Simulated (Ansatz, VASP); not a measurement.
C in VASP and in Ansatz

INCAR

```
ALGO     = Normal         # electronic algorithm
EDIFF    = 1E-6           # SCF threshold, eV
EDIFFG   = -0.01          # ionic threshold
ENCUT    = 600            # plane-wave cutoff, eV
GGA      = PS             # functional
IBRION   = 2              # ionic algorithm
ISIF     = 3              # what is computed and relaxed
ISMEAR   = 0              # smearing method
LASPH    = T              # aspherical terms in the spheres
LCHARG   = F              # write CHGCAR
LREAL    = F              # projectors in reciprocal space
LWAVE    = F              # write WAVECAR
NELM     = 100            # most SCF steps
NSW      = 100            # ionic steps
PREC     = Accurate       # precision mode
SIGMA    = 0.1            # smearing width, eV
```

File KPOINTS:

```
k-points
0
Gamma
  33 33 34
```

File POSCAR:

```
C
1.0
    1.9972779463      0.0000000000      0.0000000000
   -0.9986389731      1.7296934399      0.0000000000
    0.0000000000      0.0000000000      1.5787925111
C
1
Direct
    0.0000000000      0.0000000000      0.0000000000
```

Input for Ansatz:

```yaml
crystal:
  lattice:
    - [1.9972779463, 0.0, 0.0]
    - [-0.9986389731, 1.7296934399, 0.0]
    - [0.0, 0.0, 1.5787925111]
  atoms:
    - { symbol: C, position: [0.0, 0.0, 0.0] }
basis:
  ecutwfc: 420
kpoints:
  mp_grid: { grid: [33, 33, 34] }
hamiltonian:
  xc: pbesol
scf:
  occupations: { method: gaussian, width: 0.1 }
output:
  forces: true
  stress: true
  eigenvalues: true
relax:
  adjacent_minimum: "off"
  f_tol: 0.01
  max_steps: 80
  cell: { stress_tol: 0.05 }
```

Alike in both runs: task relaxation of cell and atoms; functional PBEsol; k mesh 33 × 33 × 34; occupations gaussian, width 0.1 eV; no spin polarisation.

|  | VASP | Ansatz |
| --- | --- | --- |
| version | VASP 6.6.1 | Ansatz 0.2.0 |
| potentials or method | VASP PAW PBE potentials, release 64 (C) | scalar-relativistic, plane waves, PAW |
| plane-wave cutoff (eV) | 600 | 420 |
| valence electrons in the cell | 4 | 4 |

|  | VASP | Ansatz | Ansatz less VASP |
| --- | --- | --- | --- |
| gap on the k mesh at the Fermi level, each at its own relaxed structure (eV) | none | none | - |
| relaxed volume (Å³/atom) | 5.48 | 5.48 | -0.003 |
| relaxed cell length with the largest relative difference (Å) | 1.579 | 1.579 | -0.0005 |

A gap of «none» marks a metal or a gap that the smearing closes.

Caveats: the PAW data sets were made with another functional, which shifts forces and pressure a little (VASP).
